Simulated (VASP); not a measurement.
KI:

```
I K
1.0
     0.00000    3.53277    3.53277
     3.53277    0.00000    3.53277
     3.53277    3.53277    0.00000
I K
1 1
Direct
  0.50000 0.50000 0.50000
  0.00000 0.00000 0.00000
```

Base run:

```yaml
Program: VASP 6.6.1
Functional: PBEsol
Potentials_or_basis: VASP PAW PBE potentials, release 64 (I, K_sv)
Cutoff: 520 eV
k_mesh: 8 × 8 × 8
Occupations: gaussian, width 0.02 eV
Spin: no spin polarisation
```

Its results: band gap on the k mesh 3.81 eV, direct.

Question: After a change of settings the same cell gave: band gap on the k mesh 4.61 eV, direct. Which change was it?
A. functional from PBEsol to r2SCAN; further incar settings from ALGO = Fast; EDIFF = 1e-06; NBANDS = 15 to ALGO = Normal; EDIFF = 1e-06; NBANDS = 15
B. k mesh from 8 × 8 × 8 to 7 × 7 × 7; further incar settings from ALGO = Fast; EDIFF = 1e-06; NBANDS = 15 to ALGO = Fast; EDIFF = 1e-06
C. functional from PBEsol to LDA; potentials or basis from VASP PAW PBE potentials, release 64 (I, K_sv) to VASP PAW LDA potentials, release 64 (I, K_sv)

Answer: A.

Caveats: spin-orbit coupling is left out, which moves the levels of the heavy elements.

Not every run made on this cell is shown here.
